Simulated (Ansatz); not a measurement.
# AlP: the cost of one run

Program: Ansatz 0.2.0. Level of theory: DFT, PBE, no spin polarisation, plane waves, PAW. These are calculated values, not measurements.

## (1) The structure

The structure is cubic, space group F-43m (No. 216). The conventional cell has a = 5.428 Å, b = 5.428 Å, c = 5.428 Å, α = 90.00°, β = 90.00°, γ = 90.00°. Al (site symmetry -43m) has 4 P at 2.35 Å as nearest neighbours. Around P (site symmetry -43m) lie 4 Al at 2.35 Å.

Symmetry-reduced, conventional setting; the input below types the cell that was run:

```cif
data_structure
_symmetry_space_group_name_H-M 'F-43m'
_symmetry_Int_Tables_number 216
_cell_length_a 5.4279
_cell_length_b 5.4279
_cell_length_c 5.4279
_cell_angle_alpha 90.000
_cell_angle_beta 90.000
_cell_angle_gamma 90.000
_cell_volume 159.92
loop_
_atom_site_label
_atom_site_type_symbol
_atom_site_symmetry_multiplicity
_atom_site_Wyckoff_symbol
_atom_site_fract_x
_atom_site_fract_y
_atom_site_fract_z
_atom_site_occupancy
Al1 Al 4 a 0.00000 0.00000 0.00000 1
P1 P 4 d 0.25000 0.25000 0.75000 1
```

The run starts from a saved solution of this cell (checkpoint.read), perhaps found on another mesh.

## (2) The calculation

The input, input.yaml:

```yaml
crystal:
  lattice:
    - [0.0, 2.713953, 2.713953]
    - [2.713953, 0.0, 2.713953]
    - [2.713953, 2.713953, 0.0]
  atoms:
    - { symbol: Al, position: [0.0, 0.0, 0.0] }
    - { symbol: P, position: [0.25, 0.25, 0.25] }
  symmetry: { tolerance: 0.0003 }
kpoints:
  mp_grid: { grid: [8, 8, 8], shift: [0, 0, 0] }
  band_path:
    path:
      - [0.0, 0.0, 0.0]
      - [-0.5, -0.5, 0.0]
      - [-0.375, -0.375, 0.25]
      - [-0.375, 0.0, 0.375]
      - [0.0, 0.0, 0.0]
      - [0.0, 0.0, 0.5]
      - [-0.5, -0.25, 0.25]
      - [-0.5, -0.5, 0.0]
    npoints: 8
magnetization:
  spin_polarized: false
scf:
  occupations: { method: fermi_dirac }
  lower_state_search: "off"
  max_iter: 200
hamiltonian:
  pseudopotentials: { kind: paw }
  xc: pbe
basis:
  ecutwfc: 420
  fft_grid_basis: typed
output:
  forces: true
  stress: true
  eigenvalues: true
  bader: true
  populations: true
  elf: true
  write_potential: true
  volumetric_format: npy
  dos:
    e_range: [-12, 8]
    de: 0.05
    projected: { site_lists: { Al: [Al], P: [P] } }
checkpoint:
  read: saved_state
```

**Question.** How long does this run take on 1 thread of an Arm CPU, shared host, and how much memory does it need?

About 22 s, with a peak of 0.28 GiB.
